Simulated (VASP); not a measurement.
## AlP: relaxation of the atoms with PBE+D3(BJ)

Slab: AlP, a slab with vacuum.

```
P Al
1.0
     3.85444    0.00000    0.00000
    -1.92722    3.33804    0.00000
     0.00000    0.00000   25.22819
P Al
4 4
Cartesian
  0.0000 0.0000 7.5000
  0.0000 2.2254 10.6471
  1.9272 1.1127 13.7943
  0.0000 0.0000 16.9414
  0.0000 2.2254 8.2868
  1.9272 1.1127 11.4339
  0.0000 0.0000 14.5811
  0.0000 2.2254 17.7282
```

The cell isn't the ideal one: the (1 1 1) slab of AlP, cut from the database cell, not relaxed.

| Property | Result |
| --- | --- |
| Program | VASP 6.6.1 |
| Task | relaxation of the atoms |
| Functional | PBE |
| Dispersion | D3(BJ) |
| Potentials or basis | VASP PAW PBE potentials, release 64 (P, Al) |
| Cutoff | 520 eV |
| k mesh | 8 × 8 × 1 |
| Occupations | gaussian, width 0.05 eV |
| Spin | no spin polarisation |
| Dipole correction | yes |
| Atoms held fixed (from 0) | [0, 4, 1, 5] |
| Further INCAR settings | ALGO = Normal; EDIFF = 1e-07; IBRION = 2; EDIFFG = -0.01; NSW = 60 |

```
Energy gained by relaxing  : 6.1 meV/atom
Ionic steps                : 7
Band gap on the k mesh     : none (metal or under the smearing width)
Dispersion energy per atom : -0.257 eV
```

The path:
```
step  energy change (eV)  largest force (eV/Å)  pressure (GPa)
   1              0.0000                0.7330           -0.08
   2             -0.0380                0.7066           -0.05
   3             -0.0419                0.7388           -0.03
   4             -0.0452                0.7412           -0.02
   5             -0.0488                0.7457            0.02
   6             -0.0489                0.7459            0.03
   7             -0.0490                0.7505            0.03
```

Final structure:
```yaml
crystal:
  lattice:
    - [3.85444, 0.00000, 0.00000]
    - [-1.92722, 3.33804, 0.00000]
    - [0.00000, 0.00000, 25.22819]
  atoms:
    - { symbol: P, position: [0.00000, 0.00000, 0.29729] }
    - { symbol: P, position: [0.33333, 0.66667, 0.42203] }
    - { symbol: P, position: [0.66667, 0.33333, 0.54879] }
    - { symbol: P, position: [0.00000, 0.00000, 0.67426] }
    - { symbol: Al, position: [0.33333, 0.66667, 0.32847] }
    - { symbol: Al, position: [0.66667, 0.33333, 0.45322] }
    - { symbol: Al, position: [0.00000, 0.00000, 0.57769] }
    - { symbol: Al, position: [0.33333, 0.66667, 0.70022] }
```

Levels at points of the mesh, in eV from the Fermi level:
```csv
k point,band 14,band 15,band 16,band 17,band 18,band 19
"(0.00, 0.00, 0.00)",-0.44,0.20,0.20,0.33,1.36,2.17
"(0.50, 0.00, 0.00)",-1.93,-0.83,-0.30,0.04,0.59,1.59
```

It took 14 min on 1 thread of Intel(R) Xeon(R) Platinum 8488C (Sapphire Rapids), on a shared host, peak memory 0.48 GiB.
